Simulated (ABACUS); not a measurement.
Ge:

```
Ge
1.0
     0.00000    2.82891    2.82891
     2.82891    0.00000    2.82891
     2.82891    2.82891    0.00000
Ge
2
Direct
  0.75000 0.75000 0.75000
  0.50000 0.50000 0.50000
```

```yaml
Program: ABACUS 3.10.1
Task: single point
Functional: PBE
Potentials_or_basis: PseudoDojo NC SR 0.4.1 PBE standard
Cutoff: 1361 eV
Density_cutoff: 5442 eV
Basis: DZP LCAO (the cutoffs set its grid)
k_mesh: 8 × 8 × 8
Occupations: fermi-dirac, width 0.05 eV
Spin: no spin polarisation
```

On this cell: pressure 4.6 GPa; largest force zero by symmetry; band gap on the k mesh 0.16 eV, direct.

The same run follows on a disturbed copy (atoms moved at random, drawn with an rms of 0.05 Å):

```xyz
2
Lattice="0.0000 2.8289 2.8289 2.8289 0.0000 2.8289 2.8289 2.8289 0.0000" Properties=species:S:1:pos:R:3 pbc="T T T"
Ge    4.2054    4.2838    4.2270
Ge    2.8276    2.8391    2.7804
```

**Question.** What does the disturbed cell give?

**Answer.** The energy moves by +10.9 meV/atom; pressure 4.8 GPa; largest force 0.775 eV/Å; band gap on the k mesh none (metal or under the smearing width).

Forces in eV/Å, atoms in the order of the input:
```
Ge   0.486 -0.417 -0.437
Ge  -0.486  0.417  0.437
```

Stress tensor (GPa, compression positive):
```
 4.77 -1.32 -1.25
-1.32  4.79  1.48
-1.25  1.48  4.78
```

Caveats: the atomic orbitals were generated for these runs and aren't a published set; the basis of atomic orbitals isn't converged, which shifts pressures, moduli and gaps.
